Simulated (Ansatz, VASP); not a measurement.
**Two plane-wave programs on ZnSe (Stilleite)**

```xyz
2
Lattice="0.0000 2.8338 2.8338 2.8338 0.0000 2.8338 2.8338 2.8338 0.0000" Properties=species:S:1:pos:R:3 pbc="T T T"
Se    4.2507    4.2507    4.2507
Zn    0.0000    0.0000    0.0000
```

Alike in both runs: task single point; functional PBE; k mesh 8 × 8 × 8; occupations gaussian, width 0.027 eV; no spin polarisation.

|  | VASP | Ansatz |
| --- | --- | --- |
| version | VASP 6.6.1 | Ansatz 0.2.0 |
| potentials or method | VASP PAW PBE potentials, release 64 (Se, Zn) | Ansatz PAW |
| plane-wave cutoff (eV) | 520 | 420 |
| valence electrons in the cell | 18 | 28 |

```csv
,VASP,Ansatz,Ansatz less VASP
gap on the k mesh at the Fermi level (eV),1.29,1.29,-0.002
least direct gap on the mesh (eV),1.29,1.29,-0.002
pressure (GPa),2.3,2.1,-0.24
```

The two sets of potentials don't hold the same shells in valence.
